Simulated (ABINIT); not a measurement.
## SiC (Moissanite): changed settings of a GW run in ABINIT

A base run on SiC (Moissanite), then changed inputs.

Method: PBE and many-body steps on it, plane waves, in ABINIT 10.8.3.

### 1. Set-up

Symmetry: P6_3mc, No. 186, hexagonal system. The conventional cell has a = 3.076 Å, b = 3.076 Å, c = 5.048 Å, α = 90.00°, β = 90.00°, γ = 120.00°. Nearest to Si lie 4 C at 1.87 to 1.94 Å. Nearest to C lie 4 Si at 1.87 to 1.94 Å. Farther neighbours are not listed.

The cell and positions come from the Crystallography Open Database and are kept as given unless a step says otherwise.

### 2. Screening, 6×6×4 mesh, 180 bands, screening to 228.6 eV

This step: ABINIT 10.8.3; RPA screening on PBE, plane waves, norm-conserving pseudopotentials.

The RPA dielectric matrix is built and inverted for each q.

Contents of run.abi:

```
acell 3*1.0 Angstrom
rprim 
  3.075999999976 0.000000000005 0.000000000000
  -1.537999999993 2.663894142018 0.000000000000
  0.000000000000 0.000000000000 5.048000000000
ntypat 2
znucl 14 6
natom 4
typat 1 1 2 2
xred 
  0.333333333333 0.666666666667 0.000000000000
  0.666666666667 0.333333333333 0.500000000000
  0.333333333333 0.666666666667 0.385000000000
  0.666666666667 0.333333333333 0.885000000000
pp_dirpath "pseudos"
pseudos "Si.upf, C.upf"
ecut 37
ngkpt 6 6 4
nshiftk 1
shiftk 0 0 0
kptopt 1
chksymbreak 0
istwfk *1
occopt 1
irdwfk 1
optdriver 3
nband 180
ecuteps 8.4
inclvkb 2
awtr 1
symchi 1
indata_prefix "in"
outdata_prefix "out"
tmpdata_prefix "tmp"
```

Command:

```console
$ OMP_NUM_THREADS=1 mpirun -n 4 abinit run.abi > log
```

The program printed:

```text
.Version 10.8.3 of ABINIT. v10.8.2 released Aug 2026.

 Symmetries : space group P6_3 m c (#186); Bravais hP (primitive hexag.)
[... echo of the input left out ...]
== DATASET  1 ==================================================================
-   mpi_nproc: 4, omp_nthreads: 1 (-1 if OMP is not activated)

--- !DatasetInfo
iteration_state: {dtset: 1, }
dimensions: {natom: 4, nkpt: 21, mband: 180, nsppol: 1, nspinor: 1, nspden: 1, mpw: 3018, }
cutoff_energies: {ecut:  37.0, pawecutdg:  -1.0, }
electrons: {nelect:   1.60000000E+01, charge:   0.00000000E+00, occopt:   1.00000000E+00, tsmear:   1.00000000E-02, }

 SCREENING: Calculation of the susceptibility and dielectric matrices

 Based on a program developped by R.W. Godby, V. Olevano, G. Onida, and L. Reining.
 Incorporated in ABINIT by V. Olevano, G.-M. Rignanese, and M. Torrent.
.Using double precision arithmetic ; gwpc =  8

[... cell and pseudopotentials left out ...]
--------------------------------------------------------------------------------

 ==== K-mesh for the wavefunctions ====
 Number of points in the irreducible wedge :    21
[... list of points left out ...]
 Together with 12 symmetry operations and time-reversal symmetry
 yields   144 points in the full Brillouin Zone.

 ==== Q-mesh for the screening function ====
 Number of points in the irreducible wedge :    21
[... list of points left out ...]
 Together with 12 symmetry operations and time-reversal symmetry
 yields   144 points in the full Brillouin Zone.

 setmesh: FFT mesh size selected  =    24x   24x   40
          total number of points  =        23040

 vcoul_init : cutoff-mode = AUXILIARY_FUNCTION
 q-points for optical limit:   1
     1)      0.000010    0.000020    0.000030

- screening: taking advantage of time-reversal symmetry
- Maximum band index for partially occupied states nbvw = 8
- Remaining bands to be divided among processors   nbcw = 172
- Number of bands treated by each node ~43

 Number of electrons calculated from density =   16.0000; Expected =   16.0000
 average of density, n =  0.057319
 r_s =    1.6089
 omega_plasma =   23.0944 [eV]

 calculating chi0 at frequencies [eV] :
  1    0.000000E+00    0.000000E+00
  2    0.000000E+00    2.309436E+01

--------------------------------------------------------------------------------
  q-point number  1        q = ( 0.000000, 0.000000, 0.000000) [r.l.u.]
--------------------------------------------------------------------------------
[... chi0 elements left out ...]
 For q-point:  0.000010 0.000020 0.000030
  dielectric constant =   6.8425
  dielectric constant without local fields =   7.4944

  Average fulfillment of the sum rule on Im[epsilon] for q-point    1 :     91.89  [%]
[... wings left out ...]
  q-point number  2        q = ( 0.166667, 0.000000, 0.000000) [r.l.u.]
--------------------------------------------------------------------------------
[... chi0 elements left out ...]
  Average fulfillment of the sum rule on Im[epsilon] for q-point    2 :     95.03  [%]

 [... 19 further q-points ...]
```

Elapsed: 4.6 min, on 4 MPI ranks of Arm Neoverse V2, shared host; peak memory 2.1 GiB.

This step gave:

```
ε∞ with local fields, on this mesh, along the program's q direction : 6.843
the same without local fields                                       : 7.494
plasma frequency                                                    : 23.09 eV
plane waves in the screening matrix                                 : 313
```

Local fields lower ε∞ by 9 %.

### 3. Base

The self-energy is evaluated for the states that the input lists, and the levels follow from it, in one-shot runs by the linearised quasiparticle equation.

This step: G0W0 on PBE, plane waves, norm-conserving pseudopotentials.

Edit run.abi of step 2 so:

```diff
@@ -25,8 +25,19 @@
 irdwfk 1
-optdriver 3
+optdriver 4
 nband 180
+gwcalctyp 0
+ecutsigx 37
+symsigma 1
+nkptgw 3
+kptgw 
+  0.0000000000 0.0000000000 0.0000000000
+  0.3333333333 0.3333333333 0.0000000000
+  0.5000000000 0.0000000000 0.0000000000
+bdgw 
+  6 10
+  7 10
+  7 10
 ecuteps 8.4
-inclvkb 2
-awtr 1
-symchi 1
+irdscr 1
+ppmodel 1
 indata_prefix "in"
```

The program printed:

```text
.Version 10.8.3 of ABINIT. v10.8.2 released Aug 2026.

 Symmetries : space group P6_3 m c (#186); Bravais hP (primitive hexag.)
[... echo of the input left out ...]
== DATASET  1 ==================================================================
-   mpi_nproc: 4, omp_nthreads: 1 (-1 if OMP is not activated)

--- !DatasetInfo
iteration_state: {dtset: 1, }
dimensions: {natom: 4, nkpt: 21, mband: 180, nsppol: 1, nspinor: 1, nspden: 1, mpw: 3018, }
cutoff_energies: {ecut:  37.0, pawecutdg:  -1.0, }
electrons: {nelect:   1.60000000E+01, charge:   0.00000000E+00, occopt:   1.00000000E+00, tsmear:   1.00000000E-02, }

 SIGMA: Calculation of the GW corrections

 Based on a program developped by R.W. Godby, V. Olevano, G. Onida, and L. Reining.
 Incorporated in ABINIT by V. Olevano, G.-M. Rignanese, and M. Torrent.
.Using double precision arithmetic ; gwpc =  8

[... cell and pseudopotentials left out ...]
--------------------------------------------------------------------------------

 ==== K-mesh for the wavefunctions ====
 Number of points in the irreducible wedge :    21
[... list of points left out ...]
 Together with 12 symmetry operations and time-reversal symmetry
 yields   144 points in the full Brillouin Zone.

 ==== Q-mesh for screening function ====
 Number of points in the irreducible wedge :    21
[... list of points left out ...]
 Together with 12 symmetry operations and time-reversal symmetry
 yields   144 points in the full Brillouin Zone.

 vcoul_init : cutoff-mode = AUXILIARY_FUNCTION
 q-points for optical limit:   1
     1)      0.000010    0.000020    0.000030
 setmesh: FFT mesh size selected  =    27x   27x   54
          total number of points  =        39366

 Number of electrons calculated from density =   16.0000; Expected =   16.0000
 average of density, n =  0.057319
 r_s =    1.6089
 omega_plasma =   23.0944 [eV]

 === KS Band Gaps ===
  >>>> For spin  1
   Minimum direct gap =   4.0829 [eV], located at k-point      :   0.5000  0.0000  0.0000
   Fundamental gap    =   2.3294 [eV], Top of valence bands at :   0.0000  0.0000  0.0000
                                       Bottom of conduction at :   0.3333  0.3333  0.0000
 SIGMA fundamental parameters:
 PLASMON POLE MODEL  1
 number of plane-waves for SigmaX                 2997
 number of plane-waves for SigmaC and W            313
 number of plane-waves for wavefunctions          2997
 number of bands                                   180
 number of independent spin polarizations            1
 number of spinorial components                      1
 number of k-points in IBZ                          21
 number of q-points in IBZ                          21
 number of symmetry operations                      12
 number of k-points in BZ                          144
 number of q-points in BZ                          144
 number of frequencies for dSigma/dE                 9
 frequency step for dSigma/dE [eV]                0.25
 number of omega for Sigma on real axis              0
 max omega for Sigma on real axis  [eV]           0.00
 zcut for avoiding poles [eV]                     0.10

 EPSILON^-1 parameters (SCR file):
 dimension of the eps^-1 matrix on file            313
 dimension of the eps^-1 matrix used               313
 number of plane-waves for wavefunctions          2997
 number of bands                                   180
 number of q-points in IBZ                          21
 number of frequencies                               2
 number of real frequencies                          1
 number of imag frequencies                          1

 matrix elements of self-energy operator (all in [eV])

 Perturbative Calculation

--- !SelfEnergy_ee
iteration_state: {dtset: 1, }
kpoint     : [   0.000,    0.000,    0.000, ]
spin       : 1
KS_gap     :    4.620
QP_gap     :    5.487
Delta_QP_KS:    0.868
data: !SigmaeeData |
     Band     E0 <VxcDFT>   SigX SigC(E0)      Z dSigC/dE  Sig(E)    E-E0       E
        6   6.864 -15.055 -17.694   1.958   0.792  -0.263 -15.594  -0.539   6.325
        7   6.864 -15.055 -17.694   1.958   0.792  -0.263 -15.594  -0.539   6.325
        8   7.139 -14.882 -17.276   1.750   0.793  -0.261 -15.393  -0.511   6.628
        9  11.758 -12.188  -7.007  -4.738   0.806  -0.241 -11.831   0.357  12.115
       10  13.157 -12.746  -7.214  -5.130   0.793  -0.260 -12.427   0.319  13.477

--- !SelfEnergy_ee
iteration_state: {dtset: 1, }
kpoint     : [   0.333,    0.333,    0.000, ]
spin       : 1
KS_gap     :    6.371
QP_gap     :    7.417
Delta_QP_KS:    1.046
data: !SigmaeeData |
     Band     E0 <VxcDFT>   SigX SigC(E0)      Z dSigC/dE  Sig(E)    E-E0       E
        7   3.097 -12.979 -16.874   2.783   0.781  -0.280 -13.848  -0.869   2.228
[...]
--- !SelfEnergy_ee
iteration_state: {dtset: 1, }
kpoint     : [   0.500,    0.000,    0.000, ]
spin       : 1
KS_gap     :    4.083
QP_gap     :    5.014
Delta_QP_KS:    0.931
data: !SigmaeeData |
     Band     E0 <VxcDFT>   SigX SigC(E0)      Z dSigC/dE  Sig(E)    E-E0       E
[...]
8   5.651 -14.535 -17.688   2.273   0.789  -0.268 -15.229  -0.695   4.956
        9   9.734 -10.592  -6.058  -4.247   0.821  -0.218 -10.356   0.236   9.970
       10  11.338 -11.767  -6.941  -4.365   0.809  -0.236 -11.394   0.374  11.711

== END DATASET(S) ==============================================================
================================================================================

 -outvars: echo values of variables after computation  --------
           etotal      0.0000000000E+00
            nband         180
             nkpt          21
          spgroup         186
 [... the other variables as echoed above ...]

 Calculation completed.
```

Run time: 70 s. Hardware: 4 MPI ranks; peak memory 2.3 GiB; 4.7 min of CPU time.

This step gave:

```
G0W0 gap on the points computed              : 3.018 eV
starting gap on the mesh                     : 2.329 eV
k of the valence top                         : 0, 0, 0
k of the conduction bottom                   : 0.3333, 0.3333, 0
Z at the valence top                         : 0.793
Z at the conduction bottom                   : 0.825
least direct G0W0 gap on the computed points : 5.014 eV
```

The gap on the mesh goes from 2.33 eV to 3.02 eV, a correction of +0.69 eV.

### 4. Coulomb singularity

Edit run.abi of step 3 so:

```diff
@@ -42,2 +42,3 @@
 ppmodel 1
+gw_icutcoul 3
 indata_prefix "in"
```

The program printed:

```text
.Version 10.8.3 of ABINIT. v10.8.2 released Aug 2026.

 Symmetries : space group P6_3 m c (#186); Bravais hP (primitive hexag.)
[... echo of the input left out ...]
== DATASET  1 ==================================================================
-   mpi_nproc: 4, omp_nthreads: 1 (-1 if OMP is not activated)

--- !DatasetInfo
iteration_state: {dtset: 1, }
dimensions: {natom: 4, nkpt: 21, mband: 180, nsppol: 1, nspinor: 1, nspden: 1, mpw: 3018, }
cutoff_energies: {ecut:  37.0, pawecutdg:  -1.0, }
electrons: {nelect:   1.60000000E+01, charge:   0.00000000E+00, occopt:   1.00000000E+00, tsmear:   1.00000000E-02, }

 SIGMA: Calculation of the GW corrections

 Based on a program developped by R.W. Godby, V. Olevano, G. Onida, and L. Reining.
 Incorporated in ABINIT by V. Olevano, G.-M. Rignanese, and M. Torrent.
.Using double precision arithmetic ; gwpc =  8

[... cell and pseudopotentials left out ...]
--------------------------------------------------------------------------------

 ==== K-mesh for the wavefunctions ====
 Number of points in the irreducible wedge :    21
[... list of points left out ...]
 Together with 12 symmetry operations and time-reversal symmetry
 yields   144 points in the full Brillouin Zone.

 ==== Q-mesh for screening function ====
 Number of points in the irreducible wedge :    21
[... list of points left out ...]
 Together with 12 symmetry operations and time-reversal symmetry
 yields   144 points in the full Brillouin Zone.

 vcoul_init : cutoff-mode = CRYSTAL
 q-points for optical limit:   1
     1)      0.000010    0.000020    0.000030
 setmesh: FFT mesh size selected  =    27x   27x   54
          total number of points  =        39366

 Number of electrons calculated from density =   16.0000; Expected =   16.0000
[...]
number of plane-waves for wavefunctions          2997
 number of bands                                   180
 number of q-points in IBZ                          21
 number of frequencies                               2
 number of real frequencies                          1
 number of imag frequencies                          1

 matrix elements of self-energy operator (all in [eV])

 Perturbative Calculation

--- !SelfEnergy_ee
iteration_state: {dtset: 1, }
kpoint     : [   0.000,    0.000,    0.000, ]
spin       : 1
KS_gap     :    4.620
QP_gap     :    5.455
Delta_QP_KS:    0.836
data: !SigmaeeData |
     Band     E0 <VxcDFT>   SigX SigC(E0)      Z dSigC/dE  Sig(E)    E-E0       E
        6   6.864 -15.055 -17.365   1.818   0.796  -0.257 -15.447  -0.392   6.472
        7   6.864 -15.055 -17.365   1.818   0.796  -0.257 -15.447  -0.392   6.472
        8   7.139 -14.882 -16.947   1.609   0.797  -0.254 -15.245  -0.363   6.775
[...]
--- !SelfEnergy_ee
iteration_state: {dtset: 1, }
kpoint     : [   0.333,    0.333,    0.000, ]
spin       : 1
KS_gap     :    6.371
QP_gap     :    7.391
Delta_QP_KS:    1.020
data: !SigmaeeData |
     Band     E0 <VxcDFT>   SigX SigC(E0)      Z dSigC/dE  Sig(E)    E-E0       E
[...]
--- !SelfEnergy_ee
iteration_state: {dtset: 1, }
kpoint     : [   0.500,    0.000,    0.000, ]
spin       : 1
KS_gap     :    4.083
QP_gap     :    4.985
Delta_QP_KS:    0.902
data: !SigmaeeData |
     Band     E0 <VxcDFT>   SigX SigC(E0)      Z dSigC/dE  Sig(E)    E-E0       E
[...]
9   9.734 -10.592  -6.058  -4.106   0.825  -0.212 -10.239   0.353  10.087
       10  11.338 -11.767  -6.941  -4.225   0.813  -0.230 -11.278   0.490  11.827

== END DATASET(S) ==============================================================
================================================================================

 -outvars: echo values of variables after computation  --------
           etotal      0.0000000000E+00
            nband         180
             nkpt          21
          spgroup         186
 [... the other variables as echoed above ...]

 Calculation completed.
```

Wall time 69 s (4 MPI ranks); peak memory 2.3 GiB.

Numbers from this step:

```
G0W0 gap on the points computed              : 2.988 eV
starting gap on the mesh                     : 2.329 eV
k of the valence top                         : 0, 0, 0
k of the conduction bottom                   : 0.3333, 0.3333, 0
Z at the valence top                         : 0.797
Z at the conduction bottom                   : 0.829
least direct G0W0 gap on the computed points : 4.985 eV
```

Against G0W0 in ABINIT (6×6×4 mesh, 180 bands, screening to 228.6 eV, Godby-Needs plasmon pole), the gap moves by −0.030 eV.

### 5. The runs together

Times are wall times on 4 MPI ranks of Arm Neoverse V2, shared host, good to a factor of about two. A run's time includes the screening step that it read.

| run | mesh | bands | screening cutoff (eV) | DFT gap (eV) | gap on the mesh (eV) | direct (eV) | ε∞ used | time |
| --- | --- | --- | --- | --- | --- | --- | --- | --- |
| base | 6×6×4 | 180 | 228.6 | 2.329 | 3.018 | 5.014 | 6.84 | 5.8 min |
| Coulomb singularity | 6×6×4 | 180 | 228.6 | 2.329 | 2.988 | 4.985 | 6.84 | 5.8 min |

### 6. What came out

```json
{
  "base": "3.018 eV",
  "Coulomb singularity": "2.988 eV",
  "known limits": "not at the basis limit"
}
```

In words: Coulomb singularity: −0.030 eV against base (keys changed: gw_icutcoul). Bands and cutoff are finite, so the gap is not at the basis limit. The miss can reach some tenths of an eV and take either sign; the mesh is an error of its own. In the G0W0 runs levels were corrected at 3 k points alone, so a gap called «on the mesh» is the least over those, and an edge elsewhere would be missed.

[Paths, hosts, dates, memory and timing lines, banners, echoed tables and standing remarks are left out of the program output.]

[Logs are printed without paths, hosts, clocks, repeated set-up lines and the standing remarks that a program may print on its own settings, such as how far it seeks lower states.]

[Runs of the session that timed out or met a known fault of the program may be left out.]

[Hosts, paths, dates, database ids (printed as entryN), source tags and the programs' standing remarks are cut or masked in the printed files.]

[G0W0 gaps are taken among the corrected bands and points alone; a level outside them can change the order at an edge.]

[Where Ansatz stands beside ABINIT at settings called matched, ABINIT's density can come from a denser mesh and the files from another edition; pairs whose starting gaps differed by over 0.03 eV were left out, so agreement reads better than it is.]
